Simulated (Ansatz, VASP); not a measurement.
## Co (Co(0001), 4 layers) in two plane-wave programs

One calculation is typed for both programs; each brings its own data sets. How far apart do they land? Of the first pair: The structure shown is the start of the Ansatz relaxation below; VASP solves that cell, so the two are compared at the walk's first step.

Program: Ansatz 0.2.0. Level of theory: plane waves, with VASP 6.6.1 beside it; single point at PBE. Results are calculated unless marked as measured.

## (1) Set-up

The cell holds 4 atoms: 4 Co. Its edges and angles: a = 2.510 Å, b = 2.510 Å, c = 21.107 Å, α = 90.0°, β = 90.0°, γ = 60.0°. Vacuum lies along c.

## (2) Ansatz: relaxation, PBE

Ansatz runs on its default PAW (the set named soft_2) files.

The two programs are compared at the cell with which this relaxation starts, whose forces are those of its first step.

input.yaml reads:

```yaml
crystal:
  lattice:
    - [2.51, 0.0, 0.0]
    - [1.255, 2.1737237635, 0.0]
    - [0.0, 0.0, 21.10683]
  atoms:
    - { symbol: Co, position: [0.6666666667, 0.6666666667, 0.3553352161], spin: 1.7 }
    - { symbol: Co, position: [0.0, 0.0, 0.4517784054], spin: 1.7 }
    - { symbol: Co, position: [0.6666666667, 0.6666666667, 0.5482215946], spin: 1.7 }
    - { symbol: Co, position: [0.0, 0.0, 0.6446647839], spin: 1.7 }
magnetization:
  spin_polarized: true
kpoints:
  mp_grid: { grid: [12, 12, 1] }
hamiltonian:
  xc: pbe
scf:
  occupations: { method: fermi_dirac, width: 0.1 }
  convergence: { dr2_threshold: 1.0e-08 }
efield:
  axis: 3
  dipole_correction: true
  ramp_position: 0.97
  ramp_width: 0.04
relax:
  f_tol: 0.01
  constraints: [{ sites: [0, 1] }]
output:
  write_potential: true
  write_density: true
  volumetric_format: npy
```

Launch:

```sh
$ ansatz run input.yaml --threads 4 --pin off --max-ram 8192MiB --backend cpu --events-out ev --progress --plain --runs-dir out
```

Numbers of over 12 decimals in the logs are rounded to 6 here.

What it wrote:

```text
Engine: ansatz 0.2.0, aarch64-unknown-linux-gnu
Pseudopotentials: kind: paw
Pseudopotential: Co, paw, valence charge 17, recommended cutoff 420 eV (normal), Co.paw.azcp
Functional definition: PBE
  parameter kappa = 0.804
  parameter beta = 0.066725
  exchange = pbe_x(kappa = kappa, mu = beta*pi^2/3)
  correlation = pbe_c(beta = beta)
Crystal: 4 atoms, lattice volume = 115.160 Å³
Basis set: ecut = 420 eV, 2261 PW (Γ), exchange–correlation on 36×36×288 points (8 copies of the dense FFT grid, shifted against one another)
Bands: 45, of which v1, the nominal top of the filled ones, is band 34 counted from 1 (33 counted from 0)
Symmetry: 6 space group operations
k-points: 19 of 144 (time reversal used)
Non-local potential: Co, projectors of the file, l = 0: 3, l = 1: 2, l = 2: 3, l = 3: 1
PAW form: soft (Blöchl's): semilocal exchange-correlation on the pseudo side does not see the compensation charge
PAW one-centre angular grid: Co, 590 points (default); XC on 64 Gauss nodes
Initial density: superposition of atomic densities (neutral atoms: chi_scale 0, normalization atom)
Starting moments: Σ|m| = 6.8 μB on 4 of 4 sites
Initial wavefunctions: pseudopotential atomic-orbital guess
Functional: x = pbe(κ = 0.804, μ = 0.219515), c = pbe(β = 0.066725)
SCF iter   1: F=—  HF=-20501.319453 eV  |F-HF|=—  |Δ(HF+E_count)|=         —  Δρ=5.32e-2 (↑1.12e-2 ↓5.32e-2)  dr2=5.49e0  dr2_m=7.34e-1  M=6.866 μB ∫|m|=7.075 μB  β_m=1.00  ethr=3.10e-3  p=0.000 e·Å  D=6.20e-6 V/Å  ΔV_dip=-0.00 eV  dr2_dipole=6.06e-7  V_vac-E_F(+/−)=7.44/7.44 eV  ⟨swp⟩=10.8  Hψ=8758  notcnv=0  defer=11
Mixer restart at iter 1: flushing history
efield: sawtooth ramp at fractional position 0.9700 (set: `efield.ramp_position`, or a place that a band, a saddle search or an elastic batch's reference lends), width 0.0400; the density the first Hamiltonian is built on has a dipole p = 0.000 e·Å; the dipole correction subtracts the counter field D = 6.20e-6 V/Å, which shifts the + side's vacuum level by -0.00 eV against the − side's; the planar-averaged density in the ramp window peaks in size at 1.1e-5 e/Å³
preconditioner: auto → LDOS  [metal: Δε(μ)=0.011 eV  Ē_g=6.909 eV  σ=0.100 eV  W_gap=0.03  n_scr=16 (ndim 8)  ℏωp=20.8 eV  f_vac=0.546  D(μ)=4.75/eV (n_scr^D=18)]
spin=Collinear: LDOS preconditioning applied to the charge; magnetization (m = ρ↑ − ρ↓) channel mixes plain (no charge-response kernel on spin).
SCF iter   2: F=—  HF=-20500.731104 eV  |F-HF|=—  |Δ(HF+E_count)|=   5.88e-1  Δρ=1.19e-2 (↑1.19e-2 ↓9.10e-3)  dr2=5.22e-1  dr2_m=7.36e-2  M=6.895 μB ∫|m|=7.365 μB  β_m=0.35  ethr=3.10e-3  p=0.000 e·Å  D=6.41e-5 V/Å  ΔV_dip=-0.00 eV  dr2_dipole=1.39e-5  V_vac-E_F(+/−)=6.55/6.55 eV  ⟨swp⟩=2.6  Hψ=3038  notcnv=0  defer=50
density mixer auto → msr1: a metal under ldos (density of states about μ 3.24 of a free-electron gas's, 16 screened modes)
SCF iter   3: F=—  HF=-20502.051581 eV  |F-HF|=—  |Δ(HF+E_count)|=    1.32e0  Δρ=4.76e-3 (↑4.76e-3 ↓4.68e-3)  dr2=9.09e-2  dr2_m=1.29e-2  M=6.916 μB ∫|m|=7.467 μB  β_m=0.49  ethr=7.68e-4  p=0.000 e·Å  D=3.82e-5 V/Å  ΔV_dip=-0.00 eV  dr2_dipole=3.91e-6  V_vac-E_F(+/−)=5.90/5.90 eV  ⟨swp⟩=2.9  Hψ=2864  notcnv=0  defer=49
SCF iter   4: F=—  HF=-20502.992510 eV  |F-HF|=—  |Δ(HF+E_count)|=         —  Δρ=5.04e-3 (↑5.04e-3 ↓2.98e-3)  dr2=3.87e-2  dr2_m=6.78e-3  M=6.973 μB ∫|m|=7.613 μB  β_m=0.49  ethr=1.34e-4  p=-0.000 e·Å  D=-2.97e-5 V/Å  ΔV_dip=0.00 eV  dr2_dipole=1.21e-7  V_vac-E_F(+/−)=5.27/5.27 eV  ⟨swp⟩=2.9  Hψ=3555  notcnv=0  defer=52
SCF iter   5: F=—  HF=-20503.131768 eV  |F-HF|=—  |Δ(HF+E_count)|=   1.39e-1  Δρ=2.57e-3 (↑1.52e-3 ↓2.57e-3)  dr2=1.10e-2  dr2_m=1.47e-3  M=6.906 μB ∫|m|=7.564 μB  β_m=0.65  ethr=5.69e-5  p=-0.000 e·Å  D=-6.12e-5 V/Å  ΔV_dip=0.00 eV  dr2_dipole=2.51e-6  V_vac-E_F(+/−)=5.11/5.11 eV  ⟨swp⟩=2.3  Hψ=3234  notcnv=0  defer=52
SCF iter   6: F=—  HF=-20503.155328 eV  |F-HF|=—  |Δ(HF+E_count)|=   2.36e-2  Δρ=1.18e-3 (↑8.72e-4 ↓1.18e-3)  dr2=3.25e-3  dr2_m=1.26e-4  M=6.878 μB ∫|m|=7.544 μB  β_m=0.82  ethr=1.61e-5  p=-0.000 e·Å  D=-1.09e-5 V/Å  ΔV_dip=0.00 eV  dr2_dipole=1.44e-8  V_vac-E_F(+/−)=5.04/5.04 eV  ⟨swp⟩=2.2  Hψ=2754  notcnv=0  defer=53
SCF iter   7: F=—  HF=-20503.158688 eV  |F-HF|=—  |Δ(HF+E_count)|=   3.36e-3  Δρ=4.19e-4 (↑2.97e-4 ↓4.19e-4)  dr2=5.00e-4  dr2_m=1.87e-5  M=6.861 μB ∫|m|=7.535 μB  β_m=0.79  ethr=4.78e-6  p=-0.000 e·Å  D=-1.47e-5 V/Å  ΔV_dip=0.00 eV  dr2_dipole=4.46e-7  V_vac-E_F(+/−)=5.00/5.00 eV  ⟨swp⟩=2.3  Hψ=3209  notcnv=0  defer=55
SCF iter   8: F=—  HF=-20503.158689 eV  |F-HF|=—  |Δ(HF+E_count)|=   1.76e-6  Δρ=2.44e-4 (↑2.44e-4 ↓1.96e-4)  dr2=1.02e-4  dr2_m=3.43e-6  M=6.859 μB ∫|m|=7.536 μB  β_m=0.71  ethr=7.36e-7  p=0.000 e·Å  D=7.01e-6 V/Å  ΔV_dip=-0.00 eV  dr2_dipole=3.88e-8  V_vac-E_F(+/−)=4.98/4.98 eV  ⟨swp⟩=2.9  Hψ=3534  notcnv=0  defer=55
[...]
SCF iter   5: F=—  HF=-20503.182482 eV  |F-HF|=—  |Δ(HF+E_count)|=   9.12e-6  Δρ=5.87e-5 (↑5.87e-5 ↓3.54e-5)  dr2=8.09e-7  dr2_m=2.19e-6  M=6.836 μB ∫|m|=7.501 μB  β_m=0.63  ethr=3.50e-8  p=0.002 e·Å  D=2.89e-3 V/Å  ΔV_dip=-0.06 eV  dr2_dipole=1.56e-7  V_vac-E_F(+/−)=4.93/4.99 eV  ⟨swp⟩=2.0  Hψ=2397  notcnv=0  defer=65
SCF iter   6: F=—  HF=-20503.182485 eV  |F-HF|=—  |Δ(HF+E_count)|=   2.82e-6  Δρ=2.32e-5 (↑2.32e-5 ↓8.32e-6)  dr2=4.66e-7  dr2_m=1.83e-7  M=6.836 μB ∫|m|=7.501 μB  β_m=0.67  ethr=1.19e-9  p=0.002 e·Å  D=2.93e-3 V/Å  ΔV_dip=-0.06 eV  dr2_dipole=3.87e-8  V_vac-E_F(+/−)=4.93/4.99 eV  ⟨swp⟩=3.0  Hψ=3522  notcnv=0  defer=65
SCF iter   7: F=—  HF=-20503.182485 eV  |F-HF|=—  |Δ(HF+E_count)|=   3.58e-8  Δρ=1.08e-5 (↑8.60e-6 ↓1.08e-5)  dr2=3.42e-7  dr2_m=2.06e-8  M=6.836 μB ∫|m|=7.501 μB  β_m=0.58  ethr=6.85e-10  p=0.002 e·Å  D=2.93e-3 V/Å  ΔV_dip=-0.06 eV  dr2_dipole=5.79e-8  V_vac-E_F(+/−)=4.93/4.99 eV  ⟨swp⟩=2.2  Hψ=2977  notcnv=0  defer=65
SCF iter   8: F=—  HF=-20503.182485 eV  |F-HF|=—  |Δ(HF+E_count)|=   7.35e-9  Δρ=4.44e-6 (↑4.44e-6 ↓2.07e-6)  dr2=1.67e-8  dr2_m=9.81e-9  M=6.836 μB ∫|m|=7.501 μB  β_m=0.67  ethr=5.03e-10  p=0.002 e·Å  D=2.93e-3 V/Å  ΔV_dip=-0.06 eV  dr2_dipole=2.06e-9  V_vac-E_F(+/−)=4.93/4.99 eV  ⟨swp⟩=2.2  Hψ=2938  notcnv=0  defer=65
SCF iter   9: F=—  HF=-20503.182485 eV  |F-HF|=—  |Δ(HF+E_count)|=   2.57e-8  Δρ=1.82e-6 (↑1.69e-6 ↓1.82e-6)  dr2=1.04e-8  dr2_m=1.11e-9  M=6.837 μB ∫|m|=7.502 μB  β_m=0.57  ethr=2.46e-11  p=0.002 e·Å  D=2.93e-3 V/Å  ΔV_dip=-0.06 eV  dr2_dipole=2.48e-11  V_vac-E_F(+/−)=4.93/4.99 eV  ⟨swp⟩=3.2  Hψ=3257  notcnv=0  defer=65
SCF iter  10: F=—  HF=-20503.182485 eV  |F-HF|=—  |Δ(HF+E_count)|=   3.75e-9  Δρ=8.38e-7 (↑8.38e-7 ↓5.73e-7)  dr2=5.90e-10  dr2_m=3.24e-10  M=6.837 μB ∫|m|=7.502 μB  β_m=0.60  ethr=1.53e-11  p=0.002 e·Å  D=2.93e-3 V/Å  ΔV_dip=-0.06 eV  dr2_dipole=6.89e-12  V_vac-E_F(+/−)=4.93/4.99 eV  ⟨swp⟩=2.1  Hψ=2733  notcnv=0  defer=65
SCF iter  11: F=-20503.182485 eV  HF=-20503.182485 eV  |F-HF|=7.52e-9  |Δ(HF+E_count)|=   3.17e-9  Δρ=9.82e-7 (↑5.21e-7 ↓9.82e-7)  dr2=6.14e-9  dr2_m=1.74e-10  M=6.837 μB ∫|m|=7.502 μB  ethr=1.00e-12  p=0.002 e·Å  D=2.93e-3 V/Å  ΔV_dip=-0.06 eV  dr2_dipole=2.02e-9  V_vac-E_F(+/−)=4.93/4.99 eV  ⟨swp⟩=6.2  Hψ=10109  notcnv=0
SCF 4 converged in 11 iterations: F = -20503.182485 eV  dr2 = 6.14e-9
relax step   4: F+E_penalty+E_count = -20503.18248504 eV  Δ(F+E_penalty+E_count) = -2.555e-4 eV  max|allowed force component| = 8.209e-3 eV/Å  Δτ_max = 0.0087 Å  (11 SCF iters, accepted)
NSCF: frozen V_eff on 19 k-points
the band table was solved once a step of the walk had ended and its energy, with any forces and stress, was formed, with the checks that follow a solve (9099 applications of the Hamiltonian). They found nothing against the state; the energy, forces and stress were not computed again (output.eigenvalues in the input reference)
WARN: The output density's exchange-correlation potential varies sharply where the density is thin. Do not read a vacuum level from v_tot or v_xc, or from such a field of the output density. On a cell that repeats whose density bears no net charge and no dipole along the vacuum's axis use v_es (v_loc + v_h of the components); under efield.dipole_correction with no amplitude use v_es + v_field, which holds any externa [...]
SCF converged after 11 iterations
Magnetization: 6.8365 μB (37.4183 up, 30.5817 down)
Absolute magnetization: 7.5036 μB (∫|ρ↑−ρ↓|, with the PAW one-centre terms)
Spin contamination: 0.1418 ħ² per cell (⟨S²⟩ above its minimum at these occupations)
Per-site moments (μB) at R_I (Å): [(1.819622, 1.030734), (1.757761, 1.030734), (1.742082, 1.000738), (1.792769, 1.000738)]
Free energy (F): -20503.182485 eV
Harris-Foulkes:  -20503.182485 eV  (|F-HF|=7.52e-9)
Internal energy: -20503.052757 eV  (E = F + TS)
E sigma→0 (E₀):  -20503.117621 eV
Entropy (-TS):   -0.129728 eV (-32.432 meV/atom)
Fermi energy:    4.078660 eV
Dipole field:    D = 0.003006 V/Å  (p = 0.001913 e·Å, saw-weighted, corrected)
Work function:   Φ+ = 4.9252 eV   Φ− = 4.9887 eV
Levels:          The Fermi level and band energies are counted from a zero that moves with the ramp; work functions are not
--- Per-component energies (eV) ---
  E_band       = -1965.362763
  E_kinetic    = 1808.856048
  E_local      = -117653.061611  (includes V_loc(G=0)·N_el)
  E_nonlocal   = 1821.382071
  E_hartree    = 57416.192121
  E_xc         = -632.277536
  E_vxc        = -815.575014  (∫ρ·V_xc dr)
  E_paw        = -6063.645386  (= ΣΔE_a)
  E_vpaw       = -1959.316687  (= ΣTr[D̂ρ^β])
  E_aug_tail   = 0.000296  (compensation charges beyond the density's cutoff)
  E_efield     = 0.000003  (sawtooth field / dipole correction)
  E_vefield    = -0.039552  (∫n·V_field dr)
  E_ewald      = 42799.501237
  E_smearing   = -0.129728  (= −TS)
  E_closure    = 0.000000  (closes the sum)
  Σ components = -20503.182485   (vs F -20503.182485, Δ=0.00e0)
--- Forces (eV/Å), atoms counted from 1 ---
  atom   1  Co     0.00000000     0.00000000     0.50235481
  atom   2  Co    -0.00000000     0.00000000    -0.49948821
  atom   3  Co    -0.00000000     0.00000000     0.00532334
  atom   4  Co     0.00000000    -0.00000000    -0.00820932
  max |Σ_I F_I| component: 1.94e-5 eV/Å
--- Band table (eV; the first three rows and the last of 38) ---
  k-point 0 ↑: bands = [... 30 lower, 1.7266, 2.2556, 2.2556, 2.6496, 2.6496, 3.0089, 3.0089, 3.1494, ... 7 higher]
  k-point 1 ↑: bands = [... 30 lower, 1.8171, 2.1634, 2.2256, 2.5088, 2.6278, 2.6591, 2.9146, 3.0085, ... 7 higher]
  k-point 2 ↑: bands = [... 30 lower, 1.9276, 2.0648, 2.1571, 2.2680, 2.5621, 2.5965, 3.0048, 3.2068, ... 7 higher]
  k-point 18 ↓: bands = [... 30 lower, 4.2380, 4.8453, 4.8744, 4.9286, 5.0379, 5.0812, 9.6314, 10.0181, ... 7 higher]
--- Relaxed structure (4 steps of the walk, 4 accepted, 0 SCFs on fresh bases) ---
  F+E_penalty+E_count = -20503.18248504 eV   max|allowed force component| = 8.209e-3 eV/Å
  atoms:
    - { symbol: Co, position: [0.666667, 0.666667, 0.355335] }
    - { symbol: Co, position: [0.0, 0.0, 0.451778] }
    - { symbol: Co, position: [0.666667, 0.666667, 0.548687] }
    - { symbol: Co, position: [-5.273124589620343e-18, 0, 0.640869] }
```

Reading the cycles: dr2 is the Hartree energy of the density residual (eV), the measure of convergence; HF is the Harris–Foulkes estimate of the energy, which meets the free energy F at convergence.

(Part 1 of 2 ends here.)

[Lines on the potential files, build, host, timing and source positions are cut from VASP's logs without a mark.]

[Logs are printed without paths, hosts, clocks, repeated set-up lines and the standing remarks that a program may print on its own settings, such as how far it seeks lower states.]

[Hosts, paths, dates, database ids (printed as entryN), source tags and the programs' standing remarks are cut or masked in the printed files.]
